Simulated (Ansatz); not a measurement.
# HfO2: the cost of one run

All numbers below are computed with Ansatz 0.2.0 (DFT PBEsol, scalar-relativistic, plane waves, PAW).

3 further runs of the same task are left out: 3 set aside as unsound or not needed. Runs told in other sessions of the task aren't counted.

## Step 1: Starting point

The cell holds 24 atoms (Hf8O15S): a = 6.691 Å, b = 7.264 Å, c = 7.264 Å, α = 90.91°, β = 116.23°, γ = 116.23°.

The coordinates of this cell stand in the input of its own run.

The host was relaxed before at PBEsol: a = 5.096 Å, b = 5.177 Å, c = 5.271 Å, α = 90.00°, β = 99.62°, γ = 90.00° (conventional cell), 11.424 Å³/atom.

Places, in fractions of the supercell: S in place of O at (0.980, 0.137, 0.396). The start keeps the symmetry of the ideal site.

## Step 2: Band edges of the host over the zone

The input, input.yaml:

```yaml
crystal:
  lattice:
    - [5.0956762395, 0.0, -0.0019234373]
    - [0.0, 5.1770571806, 0.0]
    - [-0.8783916959, 0.0, 5.1968913486]
  atoms:
    - { symbol: Hf, position: [0.2771467369, 0.4570458332, 0.7081795841] }
    - { symbol: Hf, position: [0.7228532631, 0.9570458332, 0.7918204159] }
    - { symbol: Hf, position: [0.7228532631, 0.5429541668, 0.2918204159] }
    - { symbol: Hf, position: [0.2771467369, 0.0429541668, 0.2081795841] }
    - { symbol: O, position: [0.4471346452, 0.7418166541, 0.9799930223] }
    - { symbol: O, position: [0.5528653548, 0.2418166541, 0.5200069777] }
    - { symbol: O, position: [0.5528653548, 0.2581833459, 0.0200069777] }
    - { symbol: O, position: [0.4471346452, 0.7581833459, 0.4799930223] }
    - { symbol: O, position: [0.0712348773, 0.3373418005, 0.3408778816] }
    - { symbol: O, position: [0.9287651227, 0.8373418005, 0.1591221184] }
    - { symbol: O, position: [0.9287651227, 0.6626581995, 0.6591221184] }
    - { symbol: O, position: [0.0712348773, 0.1626581995, 0.8408778816] }
basis:
  ecutwfc: 420
  xc_grid: 2
kpoints:
  mp_grid: { grid: [4, 4, 4] }
  band_path: { path: [VBM, CBM], npoints: 2 }
hamiltonian:
  xc: pbesol
scf:
  occupations: { method: gaussian, width: 0.02 }
output:
  forces: true
  stress: true
  eigenvalues: true
```

Run with:

```bash
> ansatz run input.yaml --threads 8 --pin off --max-ram 16384MiB --backend cpu --events-out ev --progress --plain --runs-dir out
```

Q: Estimate wall time and peak memory on 8 threads of Arm Neoverse N1, shared host.

About 36 s, with a peak of 1.1 GiB.
